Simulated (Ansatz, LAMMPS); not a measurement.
# Amorphous TiO2 at 3.05 g/cm^3 (84 atoms): relaxation and levels of theory

Which bonds does the relaxation leave, and how do the Kohn-Sham gap, forces and pressure change with k-mesh and functional?

Calculated with Ansatz 0.2.0: Kohn-Sham DFT, PBE, PAW (set soft_2), plane waves; cutoff 420 eV, Γ point, fermi-dirac smearing of 0.025 eV.

**The cell**

Density at the start: 3.05 g/cm³. The cell holds 84 atoms: 28 Ti and 56 O. Cell: a = 10.675 Å, b = 10.675 Å, c = 10.675 Å, α = 90.0°, β = 90.0°, γ = 90.0°. 84 atoms (28 Ti, 56 O) placed at random at 3.05 g/cm³, melted at 5000 K for 10 ps at fixed volume with the Morse and Coulomb pair potential with partial charges (Pedone, Malavasi, Menziani, Cormack and Segre, J. Phys. Chem. B 110, 11780 (2006)). Quenched from 5000 K to 300 K at 50 K/ps and fixed volume, held 5 ps, then minimised at fixed cell.

The atoms were relaxed with PBE. The walk converged after 15 steps, with a largest force component of 0.0384 eV/Å; it began at an r.m.s. force component of 0.58 eV/Å. The energy fell by 48.4 meV an atom.

The input of the reference single point:

```yaml
crystal:
  lattice:
    - [10.6745, 0.0, 0.0]
    - [0.0, 10.6745, 0.0]
    - [0.0, 0.0, 10.6745]
  atoms:
    - { symbol: Ti, position: [0.72035, 0.60175, 0.70563] }
    - { symbol: Ti, position: [0.27172, 0.52254, 0.88015] }
    - { symbol: Ti, position: [0.61185, 0.98206, 0.43302] }
    - { symbol: Ti, position: [0.64266, 0.60336, 0.16155] }
    [... 78 atom lines left out ...]
    - { symbol: O, position: [0.65661, 0.49552, 0.83803] }
    - { symbol: O, position: [0.57058, 0.2521, 0.9399] }
kpoints:
  mp_grid: { grid: [1, 1, 1] }
hamiltonian:
  xc: pbe
scf:
  occupations: { method: fermi_dirac, width: 0.025 }
output:
  forces: true
  stress: true
  populations: true
  dos:
    method: { smearing: { sigma: 0.08 } }
    de: 0.05
    projected: { site_lists: { O: [O], Ti: [Ti] } }
  eigenvalues: true
  write_density: true
  write_potential: true
  volumetric_format: npy
```

**Bonds after relaxation**

Bonds by pair of elements; cutoffs follow the first minimum of g(r), held within bounds set by covalent radii, and pairs that aren't listed don't count as bonded:

| pair A-B | cutoff (Å) | bonds | mean length (Å) | spread (Å) | shortest (Å) | B about A | A about B |
| --- | --- | --- | --- | --- | --- | --- | --- |
| O-Ti | 2.64 | 129 | 1.90 | 0.134 | 1.75 | 2.30 | 4.61 |

How many atoms have how many bonded neighbours:

| element | mean | 2 | 3 | 4 | 5 |
| --- | --- | --- | --- | --- | --- |
| O | 2.30 | 39 | 17 | 0 | 0 |
| Ti | 4.61 | 0 | 0 | 11 | 17 |

**Levels of theory**

Single points at the relaxed geometry:

| functional | k-mesh | Kohn-Sham gap (eV) | pressure (GPa) | r.m.s. force component (eV/Å) | SCF cycles | time |
| --- | --- | --- | --- | --- | --- | --- |
| PBE | 1×1×1 | 2.939 | 0.46 | 0.010 | 12 | 26 s |
| PBE | 2×2×2 | 2.915 | 0.45 | 0.014 | 12 | 3.8 min |
| HSE06 | 1×1×1 | 4.499 | -4.79 | 0.185 | 26 | 8.1 min |
| r2SCAN | 1×1×1 | 3.317 | -3.00 | 0.068 | 13 | 60 s |
| PBEsol | 1×1×1 | 2.913 | -3.71 | 0.082 | 13 | 25 s |

The gap is that between the highest filled and lowest empty Kohn-Sham level on the run's k-points. Cutoffs: 420 eV for PBE, HSE06 and PBEsol; 500 eV for r2SCAN. Times come from shared hosts and are rough.

**Findings**

By these cutoffs 70 % of O atoms have 2 and 61 % of Ti atoms have 5 neighbours. The Kohn-Sham gap is 2.94 eV with PBE on the 1×1×1 mesh and 2.92 eV on 2×2×2. On the 1×1×1 mesh HSE06 changes the gap by +1.56 eV against PBE. Carrying that shift over to the 2×2×2 mesh gives 2.92 + 1.56 = 4.47 eV, an estimate that takes the shift to be alike at all k-points. On the reference's mesh the gap changes with r2SCAN by +0.38 eV and PBEsol by -0.03 eV. Against the reference the pressure changes with HSE06 by -5.2 GPa, r2SCAN by -3.5 GPa and PBEsol by -4.2 GPa; a negative change means a smaller volume than PBE would take. The denser mesh moves the energy by +0.4 meV/atom and the pressure by -0.00 GPa.

Limits: All single points share the geometry relaxed with PBE. The density was set when the cell was made, as one point of a scan, and needn't be that of the real material. One sample; tail or defect levels can set the gap of a disordered cell. The quench rate of 50 K/ps is many orders above laboratory rates, so the cell is likely richer in defects and strain than a real sample. The network of bonds at the start is that of the classical potential that made the cell, and needn't be the one that DFT or experiment would give. In some runs the program notes that it cut back its work space to fit the memory limit, the exchange threshold is loose for the stress and the SCF threshold is loose for the stress.

[Logs are printed without paths, hosts, clocks, repeated set-up lines and the standing remarks that a program may print on its own settings, such as how far it seeks lower states.]

[Hosts, paths, dates, database ids (printed as entryN), source tags and the programs' standing remarks are cut or masked in the printed files.]
